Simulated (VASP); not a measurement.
CaO: relaxation of cell and atoms with PBE

Crystal: CaO.

```
Ca O
1.0
     3.16830    0.00000    0.00000
    -1.58415    2.74382    0.00000
     0.00000    0.00000    3.05820
Ca O
1 1
Direct
  0.66667 0.33333 0.00000
  0.33333 0.66667 0.50000
```

The cell was built by a generator and needn't be a form met in nature.

| Item | Value |
| --- | --- |
| Program | VASP 6.6.1 |
| Task | relaxation of cell and atoms |
| Functional | PBE |
| Potentials or basis | VASP PAW PBE potentials, release 64 (Ca_sv, O) |
| Cutoff | 600 eV |
| k mesh | 6 × 6 × 6 |
| Occupations | gaussian, width 0.1 eV |
| Spin | no spin polarisation |
| Dipole correction | no |
| Further INCAR settings | ALGO = Normal; EDIFF = 1e-06; IBRION = 2; EDIFFG = -0.04; NSW = 90; ISIF = 3 |

```yaml
Relaxed_volume: 14.19 Å³/atom
Relaxed_cell: a = 3.304 Å, b = 3.304 Å, c = 3.001 Å, α = 90.00°, β = 90.00°, γ = 120.00°
Space_group_after_relaxing_to_0.05_Å: P-6m2 (No. 187)
Energy_gained_by_relaxing: 47.6 meV/atom
Ionic_steps: 3
Pressure_after_relaxing: 0.2 GPa
Band_gap_on_the_k_mesh: 3.31 eV, direct
```

Stress tensor (GPa, compression positive):
```
0.11 0.00 0.00
0.00 0.11 0.00
0.00 0.00 0.33
```

Step by step:
```
step  energy change (eV)  largest force (eV/Å)  pressure (GPa)  volume (Å³)
   1              0.0000                0.0000            6.51        26.59
   2             -0.0929                0.0000           -0.65        28.67
   3             -0.0953                0.0000            0.18        28.37
```

Final structure:
```cif
data_structure
_symmetry_space_group_name_H-M 'P 1'
_symmetry_Int_Tables_number 1
_cell_length_a 3.3043
_cell_length_b 3.3043
_cell_length_c 3.0006
_cell_angle_alpha 90.000
_cell_angle_beta 90.000
_cell_angle_gamma 120.000
_cell_volume 28.37
loop_
_atom_site_label
_atom_site_type_symbol
_atom_site_fract_x
_atom_site_fract_y
_atom_site_fract_z
_atom_site_occupancy
Ca1 Ca 0.66667 0.33333 0.00000 1
O1 O 0.33333 0.66667 0.50000 1
```

Levels at points of the mesh, in eV from the valence-band top:
```
           k point  band 6  band 7  band 8  band 9  band 10  band 11
(0.00, 0.00, 0.00)   -0.81   -0.81    0.00    3.31     4.39     7.37
(0.50, 0.00, 0.00)   -2.64   -0.56   -0.51    3.74     6.84     8.29
(0.00, 0.00, 0.50)   -3.00   -0.52   -0.52    6.19     6.19     6.63
(0.50, 0.00, 0.50)   -2.09   -1.77   -1.27    5.07     6.58     8.71
```

Run time: 12 s on 1 thread of Intel(R) Xeon(R) 6975P-C (Granite Rapids) (shared host), peak memory 0.16 GiB.

A k mesh can miss the band edges. A hybrid or GW would open this gap; PBE tends to underestimate it.
